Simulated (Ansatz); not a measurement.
H2O on a (101) slab of Sn (I4/mmm (No. 139)), 3 planes, outer planes Sn (top) and Sn (bottom), 1 a cell of 39.1 Å², relaxed and still whole (its atoms last):

```
Sn O H
1.0
     6.51328    0.00000    0.00000
    -3.25664    6.01076    0.00000
     0.00000    0.00000   24.08066
Sn O H
12 1 2
Direct
  0.14677 0.29355 0.33222
  0.14677 0.79355 0.33222
  0.64677 0.29355 0.33222
  0.64677 0.79355 0.33222
  0.30857 0.61661 0.43734
  0.30796 0.11394 0.43717
  0.80798 0.61609 0.43735
  0.80448 0.11408 0.43704
  0.46953 0.93946 0.54377
  0.46562 0.43460 0.54235
  0.96618 0.93329 0.54228
  0.96629 0.43465 0.54188
  0.34247 0.78090 0.66693
  0.18983 0.77396 0.66629
  0.31096 0.63425 0.65396
```

The calculation used Ansatz, DFT PBE+D3(BJ), scalar-relativistic, plane waves, PAW. Cutoff 420 eV; k points 3×3×1 on the computed 15-atom cell (Γ-centred); Gaussian smearing, width 0.10 eV; no spin polarisation. The cell repeats along c with a dipole correction in the vacuum.

It binds with 0.19 eV a molecule against the clean slab and the free molecule (no zero-point or thermal terms); its shortest contact is O–Sn 3.13 Å. Take first-order desorption with no barrier to adsorption, no reaction on the face and an assumed prefactor of 10^13 s⁻¹.

(1) How long does a molecule stay at 473 K?

(2) Where does its peak lie in a desorption experiment heated at 1 K/s?

(3) Is this physisorption or chemisorption?

## Answers

(1) τ = ν⁻¹·exp(E/k_BT) with k_BT = 0.0408 eV: E/k_BT = 4.7, so τ ≈ 1×10^-11 s. At about one hit a site a second (10⁻⁶ mbar) the coverage is near τ × 1 s⁻¹, so a layer needs more than atmospheric pressure.

(2) The peak obeys E/(k_B·T_p²) = (ν/β)·exp(−E/k_BT_p). Solving gives T_p ≈ 72 K (E/k_BT_p = 30.8). An error of 0.1 eV in E moves it by about 38 K, and larger molecules have larger prefactors, which lowers it.

(3) The tightest contact, O–Sn 3.13 Å, is 1.53 times the sum of covalent radii, and deformation and lateral interaction add up to -0.01 eV; under 0.01 e cross the plane between them. This is physisorption.

The reference crystal is a form of Sn, which isn't its usual structure.